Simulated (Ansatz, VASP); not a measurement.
**Si in VASP and in Ansatz**

```
Si
1.0
     0.00000    2.71356    2.71356
     2.71356    0.00000    2.71356
     2.71356    2.71356    0.00000
Si
2
Direct
  0.75000 0.75000 0.75000
  0.50000 0.50000 0.50000
```

Alike in both runs: task relaxation of cell and atoms; functional PBE; k mesh 8 × 8 × 8; no spin polarisation.

|  | VASP | Ansatz |
| --- | --- | --- |
| version | VASP 6.6.1 | Ansatz 0.2.0 |
| potentials or method | VASP PAW PBE potentials, release 64 (Si) | scalar-relativistic, plane waves, PAW |
| plane-wave cutoff (eV) | 600 | 420 |
| occupations | gaussian, width 0.01 eV | fixed |
| valence electrons in the cell | 8 | 8 |

```tsv
	VASP	Ansatz	Ansatz less VASP
gap on the k mesh at the Fermi level, each at its own relaxed structure (eV)	0.65	0.65	-0.002
relaxed volume (Å³/atom)	20.44	20.46	+0.012
relaxed cell length with the largest relative difference (Å)	3.867	3.868	+0.0008
energy change over the relaxation (meV/atom)	-3	-3	-0.2
```

A k mesh can miss the band edges. PBE usually gives volumes a little too large and moduli too small. Zero-point motion and thermal expansion aren't in these numbers.
